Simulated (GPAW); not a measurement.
# NiO (Fm-3m) in GPAW: further runs

The runs below take NiO through band structure, equation of state, with PBE, revTPSS+D3, C09-vdW.

Program: GPAW 26.7.0. These are calculated values, not measurements. Logs are shortened: lines on timing, memory, paths and dates and some standing lists are left out, and cuts for length are marked. The log counts tension as positive stress, the text compression.

**Experimental background.**

From “Local correlations, non-local screening, multiplets, and band formation in NiO”, 2012, arxiv:1210.6675, for a bulk crystal of NiO: band gap 4.3 eV.

How close the calculation comes is told below.

## 1. The structure

It takes space group Fm-3m (No. 225, cubic). The conventional cell has a = 4.172 Å, b = 4.172 Å, c = 4.172 Å, α = 90.00°, β = 90.00°, γ = 90.00°. Around Ni (site symmetry m-3m) lie 6 O at 2.09 Å. O (site symmetry m-3m) has 6 Ni at 2.09 Å as nearest neighbours.

## 2. Band structure, PBE, collinear spin, ferromagnetic start

Input file run.py:

```python
from ase import Atoms
from ase.dft.bandgap import bandgap
from ase.io import write
from ase.units import GPa
from gpaw import GPAW, PW

atoms = Atoms(['Ni', 'O'],
              cell=[[0.0, 2.0859016414, 2.0859016414],
                    [2.0859016414, 0.0, 2.0859016414],
                    [2.0859016414, 2.0859016414, 0.0]],
              scaled_positions=[[0.0, 0.0, 0.0],
                                [0.5, 0.5, 0.5]],
              pbc=True)
atoms.set_initial_magnetic_moments([1.0, 0.0])

calc = GPAW(mode=PW(800),
            xc='PBE',
            kpts={'size': (8, 8, 8), 'gamma': True},
            occupations={'name': 'fermi-dirac', 'width': 0.05},
            setups={'Ni': 'v3'},
            nbands=-11,
            convergence={'density': 1e-05, 'energy': 1e-05},
            maxiter=150,
            txt='gpaw.txt')
atoms.calc = calc
energy = atoms.get_potential_energy()
forces = atoms.get_forces()
stress = atoms.get_stress()
calc.write('gs.gpw')
write('result.traj', atoms)
print(f'Energy: {energy:.6f} eV')
print('Forces (eV/A):')
print(forces.round(4))
print('Stress (GPa):', (stress / GPa).round(3))
print('Moments:', calc.get_magnetic_moments().round(3))
print('Fermi level:', round(calc.get_fermi_level(), 4), 'eV')
print(f'Gap: {bandgap(calc)[0]:.4f} eV, direct: {bandgap(calc, direct=True)[0]:.4f} eV')

path = atoms.cell.bandpath('GXWKGLUWLK,UX', npoints=100, eps=1e-4)
bs_calc = calc.fixed_density(kpts=path, symmetry='off', nbands=-18,
                             convergence={'bands': 'CBM+6.0', 'eigenstates': 1e-6}, txt='bands.txt')
bs = bs_calc.band_structure()
bs.write('bs.json')
print(f'Gap on the path: {bandgap(bs_calc)[0]:.4f} eV')
```

Potentials or basis: GPAW PAW data sets (gpaw-data 1.2.1), newer versions, pw.

Run with:

```console
> OMP_NUM_THREADS=1 python run.py
```

gpaw.txt:

```text
__  _  _
 | _ |_)|_||  |
 |__||  | ||/\| - 26.7.0

Input parameters:
  mode=PW(ecut=800.0),
  convergence={'density': 1e-05, 'energy': 1e-05},
  kpts=MonkhorstPack(size=(8, 8, 8), gamma=True),
  maxiter=150,
  nbands=-11,
  occupations=Occupations(name='fermi-dirac', width=0.05),
  setups={'Ni': 'v3'},
  xc=XC(name='PBE')

Diagonalizing LCAO Hamiltonian
Converting LCAO to pw mode

              O

       Ni

Atoms  # Å, Bohr magnetons
|   | symbol |        x |        y |        z |    initial magnetic moments |
|---|--------|----------|----------|----------|-----------------------------|
| 0 |     Ni | 0.000000 | 0.000000 | 0.000000 | ( 0.0000,  0.0000,  1.0000) |
| 1 |      O | 2.085902 | 2.085902 | 2.085902 | ( 0.0000,  0.0000,  0.0000) |

Unit cell  # Å
| periodic |        x |        y |        z |  lengths |    angles |
|----------|----------|----------|----------|----------|-----------|
|      yes | 0.000000 | 2.085902 | 2.085902 | 2.949910 | 60.000000 |
|      yes | 2.085902 | 0.000000 | 2.085902 | 2.949910 | 60.000000 |
|      yes | 2.085902 | 2.085902 | 0.000000 | 2.949910 | 60.000000 |

Number of symmetries: 48
Symmetry operations  # r_c * U_cc + t_c -> r_c
|    | kind |            matrix            |
|----|------|------------------------------|
|  0 |  σ   |  1, 0, 0,  1, 0,-1,  1,-1, 0 |
|  1 |  C2  |  1, 0, 0,  1,-1, 0,  1, 0,-1 |
|  2 |  E   |  1, 0, 0,  0, 1, 0,  0, 0, 1 |
|  3 |  σ   |  1, 0, 0,  0, 0, 1,  0, 1, 0 |
|  4 |  C4  |  1, 0,-1,  1, 0, 0,  1,-1, 0 |
|  5 |  S6  |  1, 0,-1,  1,-1, 0,  1, 0, 0 |
|  6 |  σ   |  1, 0,-1,  0, 1,-1,  0, 0,-1 |
|  7 |  C3  |  1, 0,-1,  0, 0,-1,  0, 1,-1 |
|  8 |  S6  |  1,-1, 0,  1, 0, 0,  1, 0,-1 |
|  9 |  C4  |  1,-1, 0,  1, 0,-1,  1, 0, 0 |
| 10 |  C3  |  1,-1, 0,  0,-1, 1,  0,-1, 0 |
| 11 |  σ   |  1,-1, 0,  0,-1, 0,  0,-1, 1 |
| 12 |  σ   |  0, 1, 0,  1, 0, 0,  0, 0, 1 |
| 13 |  C4  |  0, 1, 0,  0, 1,-1, -1, 1, 0 |
| 14 |  C3  |  0, 1, 0,  0, 0, 1,  1, 0, 0 |
| 15 |  S6  |  0, 1, 0, -1, 1, 0,  0, 1,-1 |
| 16 |  C2  |  0, 1,-1,  1, 0,-1,  0, 0,-1 |
| 17 |  σ   |  0, 1,-1,  0, 1, 0, -1, 1, 0 |
| 18 |  S4  |  0, 1,-1,  0, 0,-1,  1, 0,-1 |
| 19 |  C4  |  0, 1,-1, -1, 1, 0,  0, 1, 0 |
| 20 |  C3  |  0, 0, 1,  1, 0, 0,  0, 1, 0 |
| 21 |  σ   |  0, 0, 1,  0, 1, 0,  1, 0, 0 |
| 22 |  S6  |  0, 0, 1,  0,-1, 1, -1, 0, 1 |
| 23 |  C4  |  0, 0, 1, -1, 0, 1,  0,-1, 1 |
| 24 |  S4  |  0, 0,-1,  1, 0,-1,  0, 1,-1 |
| 25 |  C3  |  0, 0,-1,  0, 1,-1,  1, 0,-1 |
| 26 |  C2  |  0, 0,-1,  0,-1, 0, -1, 0, 0 |
| 27 |  S6  |  0, 0,-1, -1, 0, 0,  0,-1, 0 |
| 28 |  S4  |  0,-1, 1,  1,-1, 0,  0,-1, 0 |
| 29 |  C4  |  0,-1, 1,  0, 0, 1, -1, 0, 1 |
| 30 |  C2  |  0,-1, 1,  0,-1, 0,  1,-1, 0 |
| 31 |  σ   |  0,-1, 1, -1, 0, 1,  0, 0, 1 |
| 32 |  C3  |  0,-1, 0,  1,-1, 0,  0,-1, 1 |
| 33 |  S6  |  0,-1, 0,  0, 0,-1, -1, 0, 0 |
| 34 |  S4  |  0,-1, 0,  0,-1, 1,  1,-1, 0 |
| 35 |  C2  |  0,-1, 0, -1, 0, 0,  0, 0,-1 |
| 36 |  C2  | -1, 1, 0,  0, 1, 0,  0, 1,-1 |
| 37 |  S6  | -1, 1, 0,  0, 1,-1,  0, 1, 0 |
| 38 |  S4  | -1, 1, 0, -1, 0, 1, -1, 0, 0 |
| 39 |  C3  | -1, 1, 0, -1, 0, 0, -1, 0, 1 |
| 40 |  S6  | -1, 0, 1,  0, 0, 1,  0,-1, 1 |
| 41 |  C2  | -1, 0, 1,  0,-1, 1,  0, 0, 1 |
| 42 |  C3  | -1, 0, 1, -1, 1, 0, -1, 0, 0 |
| 43 |  S4  | -1, 0, 1, -1, 0, 0, -1, 1, 0 |
| 44 |  C2  | -1, 0, 0,  0, 0,-1,  0,-1, 0 |
| 45 |  i   | -1, 0, 0,  0,-1, 0,  0, 0,-1 |
| 46 |  σ   | -1, 0, 0, -1, 1, 0, -1, 0, 1 |
| 47 |  C2  | -1, 0, 0, -1, 0, 1, -1, 1, 0 |

BZ-sampling:
  Number of BZ points: 512
  Number of IBZ points: 29

  Monkhorst-Pack size: [8, 8, 8]
  Monkhorst-Pack shift: [0.0625, 0.0625, 0.0625]

K-points  # in reciprocal-cell coordinates
|     |                                coordinates |     weight |
|-----|--------------------------------------------|------------|
|   0 | (  0.00000000,   0.00000000,   0.00000000) | 0.00195312 |
|   1 | (  0.12500000,   0.12500000,   0.00000000) | 0.01171875 |
|   2 | (  0.12500000,   0.12500000,   0.12500000) | 0.01562500 |
|   3 | (  0.25000000,   0.12500000,   0.12500000) | 0.02343750 |
|   4 | (  0.25000000,   0.25000000,   0.00000000) | 0.01171875 |
|   5 | (  0.25000000,   0.25000000,   0.12500000) | 0.04687500 |
|   6 | (  0.25000000,   0.25000000,   0.25000000) | 0.01562500 |
|   7 | (  0.37500000,   0.25000000,  -0.37500000) | 0.04687500 |
|   8 | (  0.37500000,   0.25000000,   0.12500000) | 0.04687500 |
|   9 | (  0.37500000,   0.25000000,   0.25000000) | 0.04687500 |
| ... |                                            |            |
|  28 | (  0.50000000,   0.50000000,   0.50000000) | 0.00781250 |

Plane wave coefficients: 950
Cutoff: 800.0 eV

Spin-components: 2 (collinear spins)
Bands:           23
Projectors:      11
Spin-degeneracy: 1
Datatype:        complex128

Parallelization:
  kpt:    1
  domain: 1
  band:   1

Density:
  Valence electrons: 24.0
  Components: 2
  Grid points: [20 20 20]
  Charge: 0.0  # |e|

Potential:
  Grid points: [20 20 20]

species:
  Ni:
    name:    Nickel
    Z:       28.0
    valence: 18
    core:    10
    charge:  0.0  # [|e|]
    compensation charges:
      type: gauss
      rc: 0.30  # [Å]
      lmax: 2
    cutoffs:
      filter: 1.95  # [Å]
      core: 0.75  # [Å]
    projectors
    | kind |    occ | energy [eV] | rcut [Å] |
    |------|--------|-------------|----------|
    |   3s |  2.000 |    -111.059 |    1.058 |
    |   4s |  2.000 |      -5.643 |    1.058 |
    |   3p |  6.000 |     -71.388 |    1.005 |
    |   4p |  0.000 |      -1.225 |    1.005 |
    |   3d |  8.000 |      -8.874 |    1.111 |
    |    d |        |      18.338 |    1.111 |

    Using partial waves for Ni as LCAO basis

  O:
    name:    Oxygen
    Z:       8.0
    valence: 6
    core:    2
    charge:  0.0  # [|e|]
    compensation charges:
      type: gauss
      rc: 0.21  # [Å]
      lmax: 2
    cutoffs:
      filter: 1.17  # [Å]
      core: 0.83  # [Å]
    projectors
    | kind |    occ | energy [eV] | rcut [Å] |
    |------|--------|-------------|----------|
    |   2s |  2.000 |     -23.961 |    0.688 |
    |   2p |  4.000 |      -9.029 |    0.598 |
    |    s |        |       3.251 |    0.688 |
    |    p |        |      18.182 |    0.598 |
    |    d |        |       0.000 |    0.619 |

    Using partial waves for O as LCAO basis

Reference energy: -43416.539643  # eV

eigensolver:
  PPCG
  Converge bands: occupied
  niter=2

density mixing:
  MSR1-Mixer
  Pratt-step length: 0.05
  Maximum mixing coefficient: 0.75
  Old densities: 10
  SVD Regularization: 0.005
  Good broyden scale: 1.0
  Trust region scale: 1.0
  Backstep threshold: 4.0
  History deletion threshold: 6.0
  Fourier metric: weight=20.0, sigma=0.015

occupation numbers:
  Fermi-Dirac:
    width: 0.0500  # eV

poisson solver:
  ecut: 6400.0  # eV

xc functional:
  name: PBE with 2 nearest neighbor stencil

convergence criteria:
- Maximum integral of absolute [dens]ity change: 1e-05 electrons / valence electron
- Maximum [total energy] change in last 3 cyles: 1e-05 eV / valence electron
- Maximum integral of absolute [eigenst]ate change: 4e-08 eV^2 / valence electron
maximum number of iterations: 150

SCF iterations
|iter     | |      energy | eigst |  dens |  magmom |
|---------|-|-------------|-------|-------|---------|
|iter:   1| |  -13.508817 | +0.14 |       |  +1.0005|
|iter:   2| |  -13.409309 | -2.49 | -1.18 |  +0.9932|
|iter:   3| |  -13.223588 | -1.61 | -1.22 |  +0.8707|
|iter:   4| |  -13.223133 | -2.46 | -1.68 |  +0.8713|
|iter:   5| |  -13.198897 | -2.94 | -1.75 |  +0.8564|
|iter:   6| |  -13.209177 | -3.47 | -2.14 |  +0.8764|
|iter:   7| |  -13.212358 | -4.77 | -2.31 |  +0.9107|
|iter:   8| |  -13.256295 | -2.63 | -2.32 |  +1.5522|
|iter:   9| |  -10.567359 | -1.15 | -2.04 |  +4.6483|
|iter:  10| |  -13.221541 | -1.07 | -0.90 |  +1.0327|
|iter:  11| |  -13.265046 | -2.44 | -2.40 |  +1.8173|
|iter:  12| |  -13.260460 | -3.66 | -2.35 |  +1.6575|
|iter:  13| |  -13.263190 | -4.71 | -2.40 |  +1.7152|
|iter:  14| |  -13.263389 | -3.63 | -2.47 |  +1.8924|
|iter:  15| |  -13.263200c| -3.64 | -2.48 |  +1.7278|
|iter:  16| |  -13.256831 | -3.93 | -2.60 |  +1.6111|
|iter:  17| |  -13.262593 | -3.20 | -2.40 |  +1.9246|
|iter:  18| |  -13.263891 | -3.77 | -2.40 |  +1.7561|
|iter:  19| |  -13.264836 | -4.38 | -2.87 |  +1.8533|
|iter:  20| |  -13.264315 | -4.51 | -2.81 |  +1.7751|
|iter:  21| |  -13.264767 | -5.45 | -3.08 |  +1.8022|
|iter:  22| |  -13.264793 | -6.93 | -4.25 |  +1.8044|
|iter:  23| |  -13.264792c| -8.90c| -5.18c|  +1.8042|

Converged in 23 steps
Energy contributions relative to reference atoms: (reference = -43416.539643)

Energy contributions:
  Kinetic:          20.136613
  Coulomb:         -16.319845
  Zero:              0.238175
  External:          0.000000
  Xc:              -17.315998
  Entropy:          -0.007472
  Spinorbit:         0.000000
  ----------------------------
  Free energy:     -13.268528
  Extrapolated:    -13.264792

dipole moment: (-12.278271, -12.278271, -12.278271)  # |e|*Ang

Total magnetic moment: (0.000000, 0.000000, 1.804233)

Local magnetic moments
|        x |        y |        z |
|----------|----------|----------|
| 0.000000 | 0.000000 | 1.485648 |  # Ni   0
| 0.000000 | 0.000000 | 0.219299 |  # O    1

Fermi level: 9.084
Eigenvalues  # (at kpt = [0.000, 0.000, 0.000])
| band index |      eig [eV] | occ [0-1] |      eig [eV] | occ [0-1] |
|------------|---------------|-----------|---------------|-----------|
|          0 |       -95.414 |     1.000 |       -93.540 |     1.000 |
|        ... |               |           |               |           |
|          5 |         5.853 |     1.000 |         6.515 |     1.000 |
|          6 |         5.853 |     1.000 |         6.515 |     1.000 |
|          7 |         5.992 |     1.000 |         6.515 |     1.000 |
|          8 |         5.992 |     1.000 |         7.202 |     1.000 |
|          9 |         5.992 |     1.000 |         7.202 |     1.000 |
|         10 |         6.359 |     1.000 |         7.202 |     1.000 |
[... 8 lines left out ...]
|         19 |        31.179 |     0.000 |        31.678 |     0.000 |
|         20 |        31.179 |     0.000 |        31.678 |     0.000 |
|        ... |               |           |               |           |
|         22 |        34.689 |     0.000 |        35.377 |     0.000 |

No gap
No difference between direct/indirect transitions

Forces  # eV/Ang
|        x |        y |        z |
|----------|----------|----------|
|  0.00000 | -0.00000 | -0.00000 |  # Ni   0
| -0.00000 |  0.00000 |  0.00000 |  # O    1

Stress tensor  # eV/Ang^3
|         x |         y |         z |
|-----------|-----------|-----------|
| -0.041176 |  0.000000 | -0.000000 |
|  0.000000 | -0.041176 | -0.000000 |
| -0.000000 | -0.000000 | -0.041176 |

# Writing to gs.gpw (mode='')
```

Wall time 49 s (1 thread of Intel Xeon 6975P-C (Granite Rapids), shared host); peak memory 0.31 GiB.

What came out:

| Item | Value |
| --- | --- |
| Free energy | -13.2685 eV |
| Pressure | 6.6 GPa |
| Band gap along the path | none (metal or under the smearing width) |
| Net moment | 1.80 μB per cell |
| Site moments | Ni +1.49; O +0.22 μB |

Levels at the corners of the path, in eV from the Fermi level:
Spin up:
```
point  band 11  band 12  band 13  band 14
    Γ    -2.72    -2.72    -2.72     1.43
    X    -2.32    -1.70    -1.70     5.99
    W    -1.96    -1.70    -1.32     8.34
    K    -1.83    -1.59    -1.24     7.64
    Γ    -2.72    -2.72    -2.72     1.43
    L    -1.48     0.24     0.24     5.47
    U    -1.83    -1.59    -1.24     7.64
    W    -1.96    -1.70    -1.32     8.34
    L    -1.48     0.24     0.24     5.47
    K    -1.83    -1.59    -1.24     7.64
    U    -1.83    -1.59    -1.24     7.64
    X    -2.32    -1.70    -1.70     5.99
```
Spin down:
| point | band 7 | band 8 | band 9 | band 10 | band 11 | band 12 | band 13 | band 14 |
| --- | --- | --- | --- | --- | --- | --- | --- | --- |
| Γ | -2.57 | -2.57 | -1.88 | -1.88 | -1.88 | -0.60 | -0.60 | 1.80 |
| X | -3.94 | -3.94 | -2.88 | -0.76 | -0.76 | -0.16 | 0.40 | 6.46 |
| W | -5.87 | -5.26 | -1.11 | -1.11 | -0.76 | 0.26 | 1.01 | 8.91 |
| K | -5.93 | -4.49 | -1.69 | -0.90 | -0.68 | 0.53 | 1.03 | 8.11 |
| Γ | -2.57 | -2.57 | -1.88 | -1.88 | -1.88 | -0.60 | -0.60 | 1.80 |
| L | -4.88 | -4.88 | -0.96 | -0.96 | -0.59 | 2.27 | 2.27 | 5.64 |
| U | -5.93 | -4.49 | -1.69 | -0.90 | -0.68 | 0.53 | 1.03 | 8.11 |
| W | -5.87 | -5.26 | -1.11 | -1.11 | -0.76 | 0.26 | 1.01 | 8.91 |
| L | -4.88 | -4.88 | -0.96 | -0.96 | -0.59 | 2.27 | 2.27 | 5.64 |
| K | -5.93 | -4.49 | -1.69 | -0.90 | -0.68 | 0.53 | 1.03 | 8.11 |
| U | -5.93 | -4.49 | -1.69 | -0.90 | -0.68 | 0.53 | 1.03 | 8.11 |
| X | -3.94 | -3.94 | -2.88 | -0.76 | -0.76 | -0.16 | 0.40 | 6.46 |

Caveat: a cell with one magnetic atom can't hold antiferromagnetic order, which such compounds often take; semilocal functionals often make such compounds metallic where correlation or magnetic order opens a gap, which also shifts bond lengths.

(Part 1 of 3 ends here.)
